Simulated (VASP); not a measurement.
Calculation: PBEsol GGA, VASP's PBE PAW potentials (set 64) (plane waves; VASP).

The input files of a VASP run:

POSCAR:
```
GeO2
1
    2.4968551988    -4.3246804273     0.0000000000
    2.4968551988     4.3246804273     0.0000000000
    0.0000000000    -0.0000000000     5.6961556181
Ge O
3 6
Direct
  1.0000000000   0.4518345752   0.3333330000
  0.5481654248   0.5481654248   1.0000000000
  0.4518345752   1.0000000000   0.6666670000
  0.3038812635   0.3947406987   0.2451525739
  0.6052593013   0.9091405647   0.9118195739
  0.6961187365   0.0908594352   0.4215134261
  0.9091405647   0.6052593013   0.0881804261
  0.3947406987   0.3038812635   0.7548474261
  0.0908594352   0.6961187365   0.5784865739
```

**KPOINTS**
```
k-points along high-symmetry lines
10
Line-mode
Reciprocal
  0.000000   0.000000   0.000000 ! GAMMA
  0.500000  -0.000000   0.000000 ! M

  0.500000  -0.000000   0.000000 ! M
  0.333333   0.333333   0.000000 ! K

  0.333333   0.333333   0.000000 ! K
  0.000000   0.000000   0.000000 ! GAMMA

  0.000000   0.000000   0.000000 ! GAMMA
  0.000000   0.000000   0.500000 ! A

  0.000000   0.000000   0.500000 ! A
  0.500000  -0.000000   0.500000 ! L

  0.500000  -0.000000   0.500000 ! L
  0.333333   0.333333   0.500000 ! H

  0.333333   0.333333   0.500000 ! H
  0.000000   0.000000   0.500000 ! A

  0.500000  -0.000000   0.500000 ! L
  0.500000  -0.000000   0.000000 ! M

  0.333333   0.333333   0.500000 ! H
  0.333333   0.333333   0.000000 ! K
```

INCAR:
```
! general
SYSTEM  = GeO2
PREC    = Accurate
ENCUT   = 520
LREAL   = F
LASPH   = T
ICHARG  = 11

! electronic loop
EDIFF   = 1E-7
NELM    = 100
ALGO    = Normal
LMAXMIX = 4

! smearing
ISMEAR  = 0
SIGMA   = 0.05

! functional
GGA     = PS

! output
LWAVE   = F
LCHARG  = F
LORBIT  = 11
```

POTCAR, in this order: Ge_d O (PBE.64 set). Program: vasp_std. Read from the step before: CHGCAR.

The resulting files:

OSZICAR:
```
       N       E                     dE             d eps       ncg     rms          rms(c)
DAV:   1     0.114677582623E+04    0.11468E+04   -0.37307E+04 11116   0.416E+03
DAV:   2     0.176509376192E+03   -0.97027E+03   -0.92837E+03  8752   0.118E+03
DAV:   3    -0.432590195606E+02   -0.21977E+03   -0.21379E+03  9426   0.278E+02
DAV:   4    -0.604820069338E+02   -0.17223E+02   -0.17100E+02 10352   0.945E+01
DAV:   5    -0.609456414623E+02   -0.46363E+00   -0.46236E+00 10200   0.151E+01
DAV:   6    -0.609619567452E+02   -0.16315E-01   -0.16311E-01 11148   0.266E+00
DAV:   7    -0.609623778869E+02   -0.42114E-03   -0.42108E-03 10508   0.377E-01
DAV:   8    -0.609623965536E+02   -0.18667E-04   -0.18667E-04 11970   0.755E-02
DAV:   9    -0.609623968877E+02   -0.33410E-06   -0.33399E-06  9294   0.827E-03
DAV:  10    -0.609623969048E+02   -0.17044E-07   -0.17069E-07  7620   0.186E-03
   1 F= -.60962397E+02 E0= -.60962397E+02  d E =-.259067E-11
```

OUTCAR:
```
 val. band max:        0.4909014920   @ k =   0.3333   0.3333   0.0000

 cond. band min:       3.8583686552   @ k =   0.0000   0.0000   0.0000



 k-point     1 :       0.0000    0.0000    0.0000
  band No.  band energies     occupation
      1     -22.5957      2.00000
      2     -22.5906      2.00000
      3     -22.5905      2.00000
      4     -22.5128      2.00000
      5     -22.5127      2.00000
      6     -22.3156      2.00000
      7     -22.3156      2.00000
      8     -22.3099      2.00000
      9     -22.2857      2.00000
     10     -22.1998      2.00000
     11     -22.1867      2.00000
     12     -22.1867      2.00000
     13     -22.1691      2.00000
     14     -22.1690      2.00000
     15     -22.1416      2.00000
     16     -18.2319      2.00000
     17     -16.4515      2.00000
     18     -16.4514      2.00000
     19     -15.6265      2.00000
     20     -15.6265      2.00000
     21     -15.4595      2.00000
     22      -7.4872      2.00000
     23      -7.4871      2.00000
     24      -4.3681      2.00000
     25      -3.9592      2.00000
     26      -3.8334      2.00000
     27      -3.8334      2.00000
     28      -1.7143      2.00000
     29      -1.7142      2.00000
     30      -1.6883      2.00000
     31      -1.4271      2.00000
     32      -0.7289      2.00000
     33      -0.5683      2.00000
     34      -0.5683      2.00000
     35       0.1003      2.00000
     36       0.1003      2.00000
     37       0.1182      2.00000
     38       0.4355      2.00000
     39       0.4355      2.00000
     40       3.8584      0.00000
     41       7.9034      0.00000
     42       7.9034      0.00000
     43       9.4783      0.00000
     44       9.4783      0.00000
     45      10.7707      0.00000
     46      10.7982      0.00000

 k-point     2 :       0.0556    0.0000    0.0000
  band No.  band energies     occupation
      1     -22.5953      2.00000
      2     -22.5904      2.00000
      3     -22.5903      2.00000
...
```

The density is held fixed in this step, so its total energy and stress have no physical meaning.

The compound is GeO2 in the quartz structure, a metastable form; rutile is stable. It was relaxed first.
